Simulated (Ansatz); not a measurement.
# CaF2: the cell at several levels of theory

One table from this session's results is given with a row withheld; the runs are named, their logs left out.

The runs shown are made with Ansatz 0.2.0. PAW datasets, plane waves, zero pressure. (Simulation; spin polarisation is off.)

### The system as given

It is cubic, Fm-3m (No. 225); conventional cell a = 5.462 Å, 13.58 Å³ an atom. Near Ca stand 8 F at 2.37 Å; near F stand 4 Ca at 2.37 Å.

As a file:

```xyz
3
Lattice="0.0000 2.7310 2.7310 2.7310 0.0000 2.7310 2.7310 2.7310 0.0000" Properties=species:S:1:pos:R:3 pbc="T T T"
Ca    0.0000    0.0000    0.0000
F     1.3655    1.3655    1.3655
F     4.0965    4.0965    4.0965
```

The first run:

Input file input.yaml:

```yaml
crystal:
  lattice:
    - [0.0, 2.731, 2.731]
    - [2.731, 0.0, 2.731]
    - [2.731, 2.731, 0.0]
  atoms:
    - { symbol: Ca, position: [0.0, 0.0, 0.0] }
    - { symbol: F, position: [0.25, 0.25, 0.25] }
    - { symbol: F, position: [0.75, 0.75, 0.75] }
kpoints:
  mp_grid: { grid: [8, 8, 8] }
hamiltonian:
  xc: pbe
scf:
  occupations: { method: fermi_dirac, width: 0.02 }
relax:
  f_tol: 0.005
  cell: {}
```

Run with:

```bash
> ansatz run input.yaml --threads 2 --pin off --max-ram 2211MiB --backend cpu --events-out ev --progress --plain --runs-dir out
```

Among the steps run: Relaxing with PBE; Relaxing with r2SCAN; Relaxing with PBEsol; LDA: cell and atoms; Relaxation with HSE06.

One table of the session follows, with a row left open; its other results are not shown here.

| level | a (Å) | volume (Å³/atom) |
| --- | --- | --- |
| PBE | 5.510 | 13.944 |
| r2SCAN | 5.439 | 13.410 |
| PBEsol | ? | ? |
| LDA | 5.326 | 12.591 |
| HSE06 | 5.468 | 13.621 |

Q: Estimate the row for PBEsol from the others.

**Answer.** a (Å): 5.421; volume (Å³/atom): 13.274. In the column «a (Å)» it lies between LDA (5.326) and r2SCAN (5.439).

What this shows: The first relaxation changed the volume by +2.7 % from the start. The volume runs from LDA (least) to PBE (most), a spread of 10.7 %, or 3.5 % in length if all axes shared it alike. The meshes differ: PBE 8×8×8, r2SCAN 8×8×8, PBEsol 8×8×8, LDA 8×8×8, HSE06 6×6×6.
